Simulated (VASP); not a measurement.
# Au (Im-3m) in VASP: a series of runs

Runs on Au. Level: PBE. Tasks: single point.

All numbers are computed with VASP 6.6.1; they aren't measurements. Logs are shortened: lines on timing, memory, paths and dates and some standing lists are left out, and cuts for length are marked.

## Step 1: The crystal as given

Symmetry: Im-3m, No. 229, cubic system. Conventional cell: a = 3.315 Å, b = 3.315 Å, c = 3.315 Å, α = 90.00°, β = 90.00°, γ = 90.00°. Around Au (site symmetry m-3m) lie 8 Au at 2.87 Å.

This isn't the form of Au at room conditions, which is fcc.

## Step 2: Single point, PBE

File INCAR:

```
  ADDGRID = F
  ALGO = Normal
  EDIFF = 1E-6
  ENCUT = 280
  GGA = PE
  ISIF = 2
  ISMEAR = 1
  LASPH = T
  LCHARG = F
  LREAL = F
  LWAVE = F
  NBANDS = 12
  NELM = 100
  PREC = Accurate
  SIGMA = 0.15
```

File KPOINTS:

```
k-points
0
Gamma
  5 5 5
```

File POSCAR:

```
Au
1.0
   -1.6572690000      1.6572690000      1.6572690000
    1.6572690000     -1.6572690000      1.6572690000
    1.6572690000      1.6572690000     -1.6572690000
Au
1
Direct
    0.0000000000      0.0000000000      0.0000000000
```

Potentials or basis: VASP PAW PBE potentials, release 64 (Au).

Command:

```bash
$ cat potpaw_PBE.64/Au/POTCAR > POTCAR
$ mpirun -np 1 vasp_std > vasp.out
```

OUTCAR:

```text
EDIFF = 1E-6
   ENCUT = 280
   GGA = PE
   ISIF = 2
   ISMEAR = 1
   LASPH = T
   LREAL = F
   NELM = 100
   PREC = Accurate

 Found     10 irreducible k-points:

 Following reciprocal coordinates:
            Coordinates               Weight
  0.000000  0.000000  0.000000      1.000000
  0.200000  0.000000  0.000000     12.000000
  0.400000  0.000000  0.000000     12.000000
  0.200000  0.200000  0.000000     24.000000
  0.400000  0.200000 -0.000000     24.000000
  0.200000  0.200000  0.200000      8.000000
   k-points           NKPTS =     10   k-points in BZ     NKDIM =     10   number of bands    NBANDS=     12
   number of dos      NEDOS =    301   number of ions     NIONS =      1
   total plane-waves  NPLWV =   4096
   dimension x,y,z NGX =    16 NGY =   16 NGZ =   16
   dimension x,y,z NGXF=    32 NGYF=   32 NGZF=   32
   ions per type =               1
   NGX,Y,Z   is equivalent  to a cutoff of   9.27,  9.27,  9.27 a.u.
   NGXF,Y,Z  is equivalent  to a cutoff of  18.53, 18.53, 18.53 a.u.
 SYSTEM =  unknown system
   PREC   = accura    normal or accurate (medium, high low for compatibility)
   ISTART =      0    job   : 0-new  1-cont  2-samecut
   ICHARG =      2    charge: 1-file 2-atom 10-const
   ISPIN  =      1    spin polarized calculation?
   LNONCOLLINEAR =      F non collinear calculations
   LSORBIT =      F    spin-orbit coupling
   LASPH  =      T    aspherical Exc in radial PAW
   ENCUT  =  280.0 eV  20.58 Ry    4.54 a.u.   3.92  3.92  3.92*2*pi/ulx,y,z
   NELM   =    100;   NELMIN=  2; NELMDL= -5     # of ELM steps
   EDIFF  = 0.1E-05   stopping-criterion for ELM
   LREAL  =      F    real-space projection
   EDIFFG = 0.1E-04   stopping-criterion for IOM
   NSW    =      0    number of steps for IOM
   IBRION =     -1    ionic relax: 0-MD 1-quasi-New 2-CG
   NFREE  =      0    steps in history (QN), initial steepest desc. (CG)
   ISIF   =      2    stress and relaxation
   ISYM   =      2    0-nonsym 1-usesym 2-fastsym
   POTIM  = 0.5000    time-step for ionic-motion
   TEBEG  =    0.0;   TEEND  =   0.0 temperature during run
   PSTRESS=    0.0 pullay stress
   NELECT =      11.0000    total number of electrons
   NUPDOWN=      -1.0000    fix difference up-down
   EMIN   =  10.00;   EMAX   =-10.00  energy-range for DOS
   EFERMI =   0.00;   METHOD = LEGACY
   ISMEAR =     1;   SIGMA  =   0.15  broadening in eV -4-tet -1-fermi 0-gaus
   EFERMI_NEDOS =   21; number of points for ismear=-14 and -15
   IALGO  =     38    algorithm
   IMIX   =      4    mixing-type and parameters
     AMIX     =   0.40;   BMIX     =  1.00
     AMIX_MAG =   1.60;   BMIX_MAG =  1.00
  volume/ion in A,a.u.               =      18.21       122.87
  Fermi-wavevector in a.u.,A,eV,Ry     =   1.383968  2.615320 26.060157  1.915367
  Thomas-Fermi vector in A             =   2.508516
   LORBIT       =      0    0 simple, 1 ext, 2 COOP (PROOUT), +10 PAW based schemes
   GGA     = PE    functional components
   LHFCALC =     F    Hartree Fock is set to
   AEXX    =    0.0000 exact exchange contribution
   IVDW    =     0    specifies the selected vdW correction
   LEPSILON=     F    determine dielectric tensor
   LRPA    =     F    only Hartree local field effects (RPA)
 non-spin polarized calculation
 Methfessel and Paxton  Order N= 1 SIGMA  =   0.15
  energy-cutoff  :      280.00
  volume of cell :       18.21
 maximum number of plane-waves:       204
   NGX =  7   NGY =  7   NGZ =  7

 number of electron      10.9999998 magnetization

 Free energy of the ion-electron system (eV)
  ---------------------------------------------------
  ext. energy  EPLUGINS =         0.00000000
  ---------------------------------------------------
  free energy    TOTEN  =        -3.20632516 eV

  energy without entropy =       -3.19941425  energy(sigma->0) =       -3.20402152

 E-fermi :   8.3368     XC(G=0): -12.3235

 val. band max:        6.9892218649   @ k =   0.2000   0.2000   0.0000
 cond. band min:       8.3710180766   @ k =  -0.4000   0.4000   0.2000
 fundamental gap:      1.3817962118
 Fermi energy:         8.3368180984

 k-point     1 :       0.0000    0.0000    0.0000
  band No.  band energies     occupation
      1      -0.7590      2.00000
      2       3.9212      2.00000
      3       3.9212      2.00000
      4       3.9212      2.00000
      5       5.6518      2.00000
      6       5.6518      2.00000
      7      24.9113      0.00000
      8      24.9113      0.00000
      9      24.9113      0.00000
     10      31.5608      0.00000
     11      31.5608      0.00000
     12      31.5608      0.00000

 k-point     2 :       0.2000    0.0000    0.0000
  band No.  band energies     occupation
      1       0.5142      2.00000
      2       3.5606      2.00000
      3       3.9676      2.00000
      4       4.8150      2.00000
      5       5.3777      2.00000
      6       5.6890      2.00000
      7      22.1233      0.00000
      8      24.0398      0.00000
      9      26.4709      0.00000
     10      27.6817      0.00000
     11      27.7552      0.00000
     12      28.9561      0.00000

 k-point     3 :       0.4000    0.0000    0.0000
  band No.  band energies     occupation
      1       1.7722      2.00000
      2       3.0294      2.00000
      3       5.4235      2.00000
      4       5.8009      2.00000
      5       6.3636      2.00000
      6       6.6453      2.00000
      7      14.0202      0.00000
      8      21.1856      0.00000
      9      22.7030      0.00000
     10      28.9471      0.00000
     11      29.2747      0.00000
     12      31.7024      0.00000

 k-point     4 :       0.2000    0.2000    0.0000
  band No.  band energies     occupation
      1       2.1640      2.00000
      2       3.4522      2.00000
      3       3.6846      2.00000
      4       5.2921      2.00000
      5       5.8490      2.00000
      6       6.9892      2.00000
      7      17.5085      0.00000
      8      19.7774      0.00000
      9      23.1565      0.00000
     10      27.2581      0.00000
     11      30.7363      0.00000
     12      32.8587      0.00000

 k-point     5 :       0.4000    0.2000   -0.0000
  band No.  band energies     occupation
      1       2.4041      2.00000
      2       3.2082      2.00000
      3       4.6819      2.00000
      4       5.5284      2.00000
      5       6.1375      2.00000
      6      10.9731     -0.00000
      7      11.4828      0.00000
      8      17.3809      0.00000
      9      21.9622      0.00000
     10      28.7750      0.00000
     11      30.0881      0.00000
     12      33.2784      0.00000

 k-point     6 :       0.2000    0.2000    0.2000
  band No.  band energies     occupation
      1       3.2041      2.00000
      2       3.2041      2.00000
      3       3.7155      2.00000
      4       5.8143      2.00000
      5       5.8143      2.00000
      6      10.3618     -0.00000
      7      13.8819      0.00000
      8      17.3750      0.00000
      9      17.3750      0.00000
     10      31.2924      0.00000
     11      33.8259      0.00000
     12      34.2786      0.00000

 [... further k-points ...]

------------------------ aborting loop because EDIFF is reached ----------------------------------------

  FORCE on cell =-STRESS in cart. coord.  units (eV):
  Direction    XX          YY          ZZ          XY          YZ          ZX
  --------------------------------------------------------------------------------------
  -------------------------------------------------------------------------------------
  Total       -0.1711967     -0.1711967     -0.1711967      0.0000000     -0.0000000      0.0000000
  in kB      -15.0649225    -15.0649225    -15.0649225      0.0000000     -0.0000000      0.0000000
  external PRESSURE =     -15.0649225 kB  Pullay stress =       0.0000000 kB

 VOLUME and BASIS-vectors are now :
 -----------------------------------------------------------------------------
  energy-cutoff  :      280.00
  volume of cell :       18.21
      direct lattice vectors                 reciprocal lattice vectors
    -1.657269000  1.657269000  1.657269000     0.000000000  0.301701172  0.301701172
     1.657269000 -1.657269000  1.657269000     0.301701172  0.000000000  0.301701172
     1.657269000  1.657269000 -1.657269000     0.301701172  0.301701172  0.000000000

 POSITION                                       TOTAL-FORCE (eV/Angst)
 -----------------------------------------------------------------------------------
      0.00000      0.00000      0.00000         0.000000      0.000000     -0.000000
 -----------------------------------------------------------------------------------
    total drift:                                0.000000      0.000000     -0.000000

  FREE ENERGIE OF THE ION-ELECTRON SYSTEM (eV)
  ---------------------------------------------------
  free  energy   TOTEN  =        -3.2063251557 eV

  energy  without entropy=       -3.1994142525  energy(sigma->0) =       -3.20402152
```

Run time: 2.7 s. Hardware: 1 thread of Intel Xeon 6975P-C (Granite Rapids), shared host; peak memory 0.1 GiB.

The run converged, but some of its settings lie outside the range that counts as converged, so its numbers aren't taken as properties of the crystal.

Results:

- Free energy: -3.2063 eV
- Pressure: -1.5 GPa
- Band gap on the k mesh: none (metal or under the smearing width)

Caveat: the k mesh is coarse (spacing up to 0.54 Å⁻¹), so the values aren't converged; the cutoff is under 1.25 times the usual one of these potentials, so pressure, stress and relaxed cells hold a basis-set (Pulay) error.

## Step 3: Single point, PBE

Changes to INCAR since step 2:

```diff
@@ -3,3 +3,3 @@
   EDIFF = 1E-6
-  ENCUT = 280
+  ENCUT = 460
   GGA = PE
```

File KPOINTS:

```
k-points
0
Gamma
  4 4 4
```

POSCAR is that of step 2.

Potentials or basis: VASP PAW PBE potentials, release 64 (Au).

Command:

```bash
$ cat potpaw_PBE.64/Au/POTCAR > POTCAR
$ mpirun -np 1 vasp_std > vasp.out
```

It took 3.7 s on 1 thread of Intel Xeon 6975P-C (Granite Rapids), shared host; peak memory 0.1 GiB.

The run converged, but some of its settings lie outside the range that counts as converged, so its numbers aren't taken as properties of the crystal.

What came out:

```yaml
Free_energy: -2.9747 eV
Pressure: -2.9 GPa
Band_gap_on_the_k_mesh: none (metal or under the smearing width)
```

Caveat: the k mesh is coarse (spacing up to 0.67 Å⁻¹), so the values aren't converged.

## Step 4: Single point, PBE

Changes to INCAR since step 3:

```diff
@@ -3,3 +3,3 @@
   EDIFF = 1E-6
-  ENCUT = 460
+  ENCUT = 520
   GGA = PE
```

KPOINTS is that of step 3.

POSCAR is that of step 3.

Command:

```bash
$ cat potpaw_PBE.64/Au/POTCAR > POTCAR
$ mpirun -np 1 vasp_std > vasp.out
```

Wall time 4 s (1 thread of Intel Xeon 6975P-C (Granite Rapids), shared host); peak memory 0.13 GiB.

The run converged, but some of its settings lie outside the range that counts as converged, so its numbers aren't taken as properties of the crystal.

What came out:

- Free energy: -2.9745 eV
- Pressure: -3.0 GPa
- Band gap on the k mesh: none (metal or under the smearing width)

Caveat: the k mesh is coarse (spacing up to 0.67 Å⁻¹), so the values aren't converged.

## Step 5: For comparison

An earlier run on the cell as given: functional PBE; potentials or basis VASP PAW PBE potentials, release 64 (Au); cutoff 520 eV; k mesh 11 × 11 × 11; occupations fermi-dirac, width 0.05 eV; no spin polarisation.

* Pressure: -1.1 GPa
* Band gap on the k mesh: none (metal or under the smearing width)
